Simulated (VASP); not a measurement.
Runs of VASP 6.6.1 on Fe. It takes space group Im-3m (No. 229, cubic). Conventional cell: a = 2.886 Å, b = 2.886 Å, c = 2.886 Å, α = 90.00°, β = 90.00°, γ = 90.00°. Fe (site symmetry m-3m) has 8 Fe at 2.50 Å as nearest neighbours. 

| task | level | potentials or basis | cell | cutoff (eV) | gap on the mesh (eV) | pressure (GPa) | moment (μB) | relaxed volume (Å³/atom) |
| --- | --- | --- | --- | --- | --- | --- | --- | --- |
| band structure | LDA | VASP PAW LDA potentials, release 64 (Fe) | as given | 520 | - | -26.9 | 2.16 | - |
| band structure | RPBE | VASP PAW PBE potentials, release 64 (Fe) | as given | 520 | - | (b) | 2.34 | - |
| relaxation of cell and atoms | RPBE | VASP PAW PBE potentials, release 64 (Fe) | relaxed | 600 | none | 0.1 | (c) | 11.72 |
| relaxation of cell and atoms | LDA | VASP PAW LDA potentials, release 64 (Fe) | relaxed | 600 | none | 0.0 | 1.98 | 10.38 |
| relaxation of cell and atoms | PBEsol | VASP PAW PBE potentials, release 64 (Fe) | relaxed | 600 | none | 0.1 | 2.07 | (a) |
| band structure | PBEsol | VASP PAW PBE potentials, release 64 (Fe) | as given | 520 | - | - | (d) | - |

Alike in all rows: spin collinear, ferromagnetic start; k mesh 13 × 13 × 13; smearing fermi-dirac 0.05 eV.

Estimate the missing entries.

(a) 10.79; (b) -2.8; (c) 2.25; (d) 2.29.

Caveats: the PAW data sets were made with another functional, which shifts forces and pressure a little (some runs); so large a pressure means that the cell lies far from this level's equilibrium, or that cutoff or potentials fall short (some runs); the volume moved by -14 % from the deposited cell, more than functionals usually miss (some runs); the volume moved by -10 % from the deposited cell, more than functionals usually miss (some runs).

A gap of «none» marks a metal or a gap under the smearing width.

Runs at the PBE level aren't shown here.
